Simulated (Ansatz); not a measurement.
## Ionic part of the dielectric constant of BN at 20 GPa, mode by mode

Level of theory: DFT LDA, scalar-relativistic, plane waves, PAW (Ansatz 0.2.0). Plane waves to 420 eV; Γ-centred k mesh 12×12×12; fixed occupations. No spin polarisation. Phonons by linear response, acoustic sum rule imposed.

It takes space group R3m (No. 160, trigonal). The conventional cell has a = 2.457 Å, b = 2.457 Å, c = 7.840 Å, α = 90.00°, β = 90.00°, γ = 120.00°. B (site symmetry 3m) has 3 N at 1.42 Å as nearest neighbours. N (site symmetry 3m) has 3 B at 1.42 Å as nearest neighbours.

The crystal is built of layers and no dispersion correction was added, so the binding between them is poorly described, and with it their spacing and whatever depends on it.

The primitive cell has V = 13.67 Å³ and ε∞,yy = 5.561. Each polar mode adds Δε = (4.92064×10⁷/V)·S/ν² along y, with S its oscillator strength in e²/amu, ν in cm⁻¹ and V in Å³.

Q: From these modes, find each Δε and ε0,yy.
```csv
ν (cm⁻¹),S_yy (e²/amu)
1455.9,1.128
```

A:
| ν (cm⁻¹) | Δε |
| --- | --- |
| 1455.9 | 1.92 |

The sum is 1.917, so ε0,yy = 7.48; the run's tensor has 7.48.

Q: Where do the longitudinal modes lie for a wave vector along y?

A: At 1688 cm⁻¹. The Lyddane–Sachs–Teller product Π(ν_LO/ν_TO)² = 1.34 matches ε0/ε∞ = 1.34.

This form isn't the usual stable structure of the compound at low pressure.

Cost: 1 run of about 0.21 core-minutes, on AMD EPYC 9R45 (Zen 5) (shared hosts).